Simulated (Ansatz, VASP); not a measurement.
# PbSe in VASP and in Ansatz

```
Pb Se
1.0
     0.00000    3.03642    3.03642
     3.03642    0.00000    3.03642
     3.03642    3.03642    0.00000
Pb Se
1 1
Direct
  0.00000 0.00000 0.00000
  0.50000 0.50000 0.50000
```

Change from the starting cell: volume scaled by 0.975, PAW files.

Alike in both runs: task electric field gradients; functional PBE; k mesh 7 × 7 × 7; occupations fermi-dirac, width 0.02 eV; no spin polarisation.

|  | VASP | Ansatz |
| --- | --- | --- |
| version | VASP 6.6.1 | Ansatz 0.2.0 |
| potentials or method | VASP PAW PBE potentials, release 64 (Pb_d, Se) | PAW with Ansatz's default frozen-core files, scalar-relativistic |
| plane-wave cutoff (eV) | 520 | 420 |
| valence electrons in the cell | 20 | 30 |

```csv
,VASP,Ansatz,Ansatz less VASP
gap on the k mesh at the Fermi level (eV),0.84,0.84,-0.001
pressure (GPa),3.8,3.8,+0.01
Vzz of the field gradient on the site that differs most (V/Å²),0.0,0.0,0.00
```

The two sets of potentials don't hold the same shells in valence. Ansatz warned: «gradients_without_spin_orbit».

The runs have no spin-orbit coupling, so splittings on Pb are missing.
